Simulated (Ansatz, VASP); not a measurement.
## Pt in VASP and in Ansatz

```
Pt
1.0
     0.00000    1.96090    1.96090
     1.96090    0.00000    1.96090
     1.96090    1.96090    0.00000
Pt
1
Direct
  0.00000 0.00000 0.00000
```

Alike in both runs: task relaxation of cell and atoms; functional PBE; k mesh 8 × 8 × 8; occupations gaussian, width 0.1 eV; no spin polarisation.

|  | VASP | Ansatz |
| --- | --- | --- |
| version | VASP 6.6.1 | Ansatz 0.2.0 |
| potentials or method | VASP PAW PBE potentials, release 64 (Pt) | scalar-relativistic, plane waves, PAW |
| plane-wave cutoff (eV) | 600 | 420 |
| valence electrons in the cell | 10 | 18 |

```tsv
	VASP	Ansatz	Ansatz less VASP
gap on the k mesh at the Fermi level, each at its own relaxed structure (eV)	none	none	-
relaxed volume (Å³/atom)	15.59	15.61	+0.021
relaxed cell length with the largest relative difference (Å)	2.804	2.805	+0.0012
energy change over the relaxation (meV/atom)	-13	-15	-1.6
```

A gap of «none» marks a metal or a gap that the smearing closes. The two sets of potentials don't hold the same shells in valence.

 Spin-orbit coupling is left out, which matters for the levels of Pt. PBE usually gives volumes a little too large and moduli too small.
